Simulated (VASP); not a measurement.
Br:

```
Br
1.0
    -1.42349    1.42349    3.57752
     1.42349   -1.42349    3.57752
     1.42349    1.42349   -3.57752
Br
1
Direct
  0.00000 0.00000 0.00000
```

Program: VASP 6.6.1. Alike in all runs: task single point; potentials or basis VASP PAW PBE potentials, release 64 (Br); cell as given; cutoff (eV) 520.

Question: Order these runs on this cell by their pressure, lowest first.
A. level PBE; spin off; k mesh 6 × 6 × 6; smearing fermi-dirac 0.02 eV; mesh quality coarse
B. level PBEsol; spin off; k mesh 11 × 11 × 11; smearing gaussian 0.05 eV; mesh quality not flagged
C. level RPBE+D3(BJ); spin non-collinear, zero start, SOC; k mesh 13 × 13 × 13; smearing fermi-dirac 0.15 eV; mesh quality not flagged

Answer: C (-3.3 GPa), B (-1.1 GPa), A (1.7 GPa).

Caveats: some runs use coarse meshes; the PAW data sets were made with another functional, which shifts forces and pressure a little (some runs); an odd number of electrons without spin polarisation forces a metal (some runs); a magnetic or distorted state may lie lower (some runs).
